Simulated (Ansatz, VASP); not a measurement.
One calculation of KI, two programs

```xyz
2
Lattice="4.2036 0.0000 0.0000 0.0000 4.2036 0.0000 0.0000 0.0000 4.2036" Properties=species:S:1:pos:R:3 pbc="T T T"
I     2.1018    2.1018    2.1018
K     0.0000    0.0000    0.0000
```

Change from the starting cell: volume scaled by 0.94.

Alike in both runs: task single point; functional PBE; k mesh 6 × 6 × 6; occupations fermi-dirac, width 0.05 eV; no spin polarisation.

|  | VASP | Ansatz |
| --- | --- | --- |
| version | VASP 6.6.1 | Ansatz 0.2.0 |
| potentials or method | VASP PAW PBE potentials, release 64 (I, K_sv) | Ansatz PAW |
| plane-wave cutoff (eV) | 520 | 420 |
| valence electrons in the cell | 16 | 26 |

|  | VASP | Ansatz | Ansatz less VASP |
| --- | --- | --- | --- |
| gap on the k mesh at the Fermi level (eV) | 3.50 | 3.50 | +0.004 |
| least direct gap on the mesh (eV) | 3.85 | 3.86 | +0.007 |
| pressure (GPa) | 1.6 | 1.5 | -0.03 |

With one functional, cell and mesh, what is left measures potentials, basis and numerics. The two sets of potentials don't hold the same shells in valence.

Caveats: spin-orbit coupling is left out, which moves the levels of the heavy elements. A k mesh can miss the band edges.
